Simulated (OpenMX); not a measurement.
# ZnO (zincite) (P6_3mc) in OpenMX: further runs, part 2 of 2

OpenMX 3.8.5. Earlier steps stand in the parts before.

### Step 3. Single point, LDA, 11.90 Å³/atom

Contents of ZnO.dat:

```
System.CurrrentDirectory             ./
System.Name                          ZnO
DATA.PATH                            ./DFT_DATA13
level.of.stdout                      1
level.of.fileout                     0
Species.Number                       2
<Definition.of.Atomic.Species
  Zn  Zn6.0H-s3p2d2          Zn_CA13H
  O   O6.0-s2p2d1            O_CA13
Definition.of.Atomic.Species>

Atoms.Number                         4
Atoms.SpeciesAndCoordinates.Unit     FRAC
<Atoms.SpeciesAndCoordinates
    1  Zn    0.6666666667    0.3333333333    0.0000000000  10.000 10.000
    2  Zn    0.3333333333    0.6666666667    0.5000000000  10.000 10.000
    3  O     0.3333333333    0.6666666667    0.8790100000   3.000  3.000
    4  O     0.6666666667    0.3333333333    0.3790100000   3.000  3.000
Atoms.SpeciesAndCoordinates>

Atoms.UnitVectors.Unit               Ang
<Atoms.UnitVectors
     3.2493080000    0.0000000000    0.0000000000
    -1.6246540000    2.8139832727    0.0000000000
     0.0000000000    0.0000000000    5.2057090000
Atoms.UnitVectors>

scf.XcType                           LDA
scf.SpinPolarization                 off
scf.ElectronicTemperature            580.226
scf.energycutoff                     500.0
scf.maxIter                          100
scf.EigenvalueSolver                 band
scf.Kgrid                            9 9 5
scf.Mixing.Type                      rmm-diisk
scf.Init.Mixing.Weight               0.05
scf.Min.Mixing.Weight                0.001
scf.Max.Mixing.Weight                0.3
scf.Mixing.History                   25
scf.Mixing.StartPulay                8
scf.criterion                        1.0e-8
MD.Type                              nomd
```

Potentials or basis: OpenMX 2013 LDA set, Zn6.0H-s3p2d2, O6.0-s2p2d1, fixed grid of 36 × 36 × 70 points.

The run is started by

```sh
$ openmx ZnO.dat -nt 1 > ZnO.std
```

Run time: 1.7 min. Hardware: 1 thread of Arm Neoverse V2, shared host; peak memory 0.79 GiB.

It converged, with:

* Free energy: -13003.0730 eV
* Largest force: 0.034 eV/Å
* Band gap on the k mesh: 1.20 eV, direct
* Mulliken charges: Zn +0.44; O -0.44 e

Caveat: Mulliken charges move with the basis; the basis of atomic orbitals isn't converged, which shifts pressures, moduli and gaps.

### Step 4. Single point, LDA, 11.66 Å³/atom (volume scaled by 0.98)

ZnO.dat, as its differences from that of step 3:

```diff
@@ -22,5 +22,5 @@
 <Atoms.UnitVectors
-     3.2493080000    0.0000000000    0.0000000000
-    -1.6246540000    2.8139832727    0.0000000000
-     0.0000000000    0.0000000000    5.2057090000
+     3.2274999067    0.0000000000    0.0000000000
+    -1.6137499533    2.7950969099    0.0000000000
+     0.0000000000    0.0000000000    5.1707703030
 Atoms.UnitVectors>
@@ -30,3 +30,2 @@
 scf.ElectronicTemperature            580.226
-scf.energycutoff                     500.0
 scf.maxIter                          100
@@ -42 +41,3 @@
 MD.Type                              nomd
+scf.Ngrid                            36 36 70
+scf.energycutoff                     500.0
```

The run is started by

```sh
$ openmx ZnO.dat -nt 1 > ZnO.std
```

Run time: 1.8 min. Hardware: 1 thread of Arm Neoverse V2, shared host; peak memory 0.79 GiB.

Results (log left out):

```yaml
Free_energy: -13003.0999 eV
Largest_force: 0.036 eV/Å
Band_gap_on_the_k_mesh: 1.25 eV, direct
Mulliken_charges: Zn +0.43; O -0.43 e
```

Caveat: Mulliken charges move with the basis; the basis of atomic orbitals isn't converged, which shifts pressures, moduli and gaps.

### Step 5. Single point, LDA, 12.14 Å³/atom (volume scaled by 1.02)

ZnO.dat, as its differences from that of step 4:

```diff
@@ -22,5 +22,5 @@
 <Atoms.UnitVectors
-     3.2274999067    0.0000000000    0.0000000000
-    -1.6137499533    2.7950969099    0.0000000000
-     0.0000000000    0.0000000000    5.1707703030
+     3.2708272232    0.0000000000    0.0000000000
+    -1.6354136116    2.8326194666    0.0000000000
+     0.0000000000    0.0000000000    5.2401848988
 Atoms.UnitVectors>
```

The run is started by

```sh
$ openmx ZnO.dat -nt 1 > ZnO.std
```

Run time: 99 s. Hardware: 1 thread of Arm Neoverse V2, shared host; peak memory 0.78 GiB.

Results (log left out):

```
Free energy            : -13003.0300 eV
Largest force          : 0.030 eV/Å
Band gap on the k mesh : 1.14 eV, direct
Mulliken charges       : Zn +0.44; O -0.44 e
```

Caveat: Mulliken charges move with the basis; the basis of atomic orbitals isn't converged, which shifts pressures, moduli and gaps.

### Step 6. Single point, LDA, 11.42 Å³/atom (volume scaled by 0.96)

ZnO.dat, as its differences from that of step 5:

```diff
@@ -22,5 +22,5 @@
 <Atoms.UnitVectors
-     3.2708272232    0.0000000000    0.0000000000
-    -1.6354136116    2.8326194666    0.0000000000
-     0.0000000000    0.0000000000    5.2401848988
+     3.2053930491    0.0000000000    0.0000000000
+    -1.6026965246    2.7759518096    0.0000000000
+     0.0000000000    0.0000000000    5.1353529565
 Atoms.UnitVectors>
```

Potentials or basis: OpenMX 2013 LDA set, Zn6.0H-s3p2d2, O6.0-s2p2d1, fixed grid of 36 × 36 × 70 points.

The run is started by

```sh
$ openmx ZnO.dat -nt 1 > ZnO.std
```

Wall time 1.7 min (1 thread of Arm Neoverse V2, shared host); peak memory 0.81 GiB.

It converged, with:

| Item | Value |
| --- | --- |
| Free energy | -13003.1100 eV |
| Largest force | 0.047 eV/Å |
| Band gap on the k mesh | 1.30 eV, direct |
| Mulliken charges | Zn +0.43; O -0.43 e |

Caveat: Mulliken charges move with the basis; the basis of atomic orbitals isn't converged, which shifts pressures, moduli and gaps.

### Step 7. Single point, LDA, 12.38 Å³/atom (volume scaled by 1.04)

ZnO.dat, as its differences from that of step 6:

```diff
@@ -22,5 +22,5 @@
 <Atoms.UnitVectors
-     3.2053930491    0.0000000000    0.0000000000
-    -1.6026965246    2.7759518096    0.0000000000
-     0.0000000000    0.0000000000    5.1353529565
+     3.2920669561    0.0000000000    0.0000000000
+    -1.6460334781    2.8510136149    0.0000000000
+     0.0000000000    0.0000000000    5.2742130269
 Atoms.UnitVectors>
```

The run is started by

```sh
$ openmx ZnO.dat -nt 1 > ZnO.std
```

Wall time 94 s (1 thread of Arm Neoverse V2, shared host); peak memory 0.77 GiB.

Results (log left out):

```
Free energy            : -13002.9711 eV
Largest force          : 0.023 eV/Å
Band gap on the k mesh : 1.09 eV, direct
Mulliken charges       : Zn +0.44; O -0.44 e
```

Caveat: Mulliken charges move with the basis; the basis of atomic orbitals isn't converged, which shifts pressures, moduli and gaps.

### Step 8. Single point, LDA, 11.19 Å³/atom (volume scaled by 0.94)

ZnO.dat, as its differences from that of step 7:

```diff
@@ -22,5 +22,5 @@
 <Atoms.UnitVectors
-     3.2920669561    0.0000000000    0.0000000000
-    -1.6460334781    2.8510136149    0.0000000000
-     0.0000000000    0.0000000000    5.2742130269
+     3.1829769797    0.0000000000    0.0000000000
+    -1.5914884899    2.7565389241    0.0000000000
+     0.0000000000    0.0000000000    5.0994402224
 Atoms.UnitVectors>
```

The run is started by

```sh
$ openmx ZnO.dat -nt 1 > ZnO.std
```

Wall time 1.7 min (1 thread of Arm Neoverse V2, shared host); peak memory 0.82 GiB.

It converged, with:

```
Free energy            : -13003.0987 eV
Largest force          : 0.052 eV/Å
Band gap on the k mesh : 1.35 eV, direct
Mulliken charges       : Zn +0.43; O -0.43 e
```

Caveat: Mulliken charges move with the basis; the basis of atomic orbitals isn't converged, which shifts pressures, moduli and gaps.

### Step 9. Single point, LDA, 12.61 Å³/atom (volume scaled by 1.06)

ZnO.dat, as its differences from that of step 8:

```diff
@@ -22,5 +22,5 @@
 <Atoms.UnitVectors
-     3.1829769797    0.0000000000    0.0000000000
-    -1.5914884899    2.7565389241    0.0000000000
-     0.0000000000    0.0000000000    5.0994402224
+     3.3130361008    0.0000000000    0.0000000000
+    -1.6565180504    2.8691734269    0.0000000000
+     0.0000000000    0.0000000000    5.3078076462
 Atoms.UnitVectors>
```

Potentials or basis: OpenMX 2013 LDA set, Zn6.0H-s3p2d2, O6.0-s2p2d1, fixed grid of 36 × 36 × 70 points.

The run is started by

```sh
$ openmx ZnO.dat -nt 1 > ZnO.std
```

Run time: 93 s. Hardware: 1 thread of Arm Neoverse V2, shared host; peak memory 0.76 GiB.

Results (log left out):

| Quantity | Value |
| --- | --- |
| Free energy | -13002.9005 eV |
| Largest force | 0.019 eV/Å |
| Band gap on the k mesh | 1.04 eV, direct |
| Mulliken charges | Zn +0.45; O -0.45 e |

Caveat: Mulliken charges move with the basis; the basis of atomic orbitals isn't converged, which shifts pressures, moduli and gaps.

### Step 10. Equation of state, LDA

No new run: the results of the series are fitted here.

Results (log left out):

```yaml
Equilibrium_volume: 11.43 Å³/atom
Bulk_modulus_at_fixed_shape_and_positions: 162 GPa
Pressure_derivative_of_the_bulk_modulus: "4.3 (rough: it moves with the points fitted)"
```

Energy against volume, from the lowest point:
```csv
volume (Å³/atom),energy (meV/atom)
11.186,2.83
11.424,0.00
11.662,2.53
11.900,9.24
12.138,20.00
12.376,34.73
12.614,52.37
```

Caveat: volumes in these bases differ from converged ones by about 1 %, for some elements by several; the cell was scaled at fixed shape and fractional positions, which overstates the stiffness of a crystal with free parameters, most of all of layers and chains; the basis of atomic orbitals isn't converged, which shifts pressures, moduli and gaps.

### Step 11. Against experiment

Step 2. Against the measured gap of ZnO, 3.37 eV (quoted in “Electronic structure of alkaline earth and post-transition metal oxides”, 2009, arxiv:0908.1581), the calculated 1.20 eV is off by -2.17 eV. So large a miss can be the level of theory's own, or it may mean another phase, state or a wrong row. The value is that of LDA in an atomic basis (OpenMX 2013 LDA set, Zn6.0H-s3p2d2, O6.0-s2p2d1, grid cutoff 500 Ry), whose error adds to the functional's,, without temperature or zero-point motion. Semilocal functionals fall short of measured gaps as a rule.
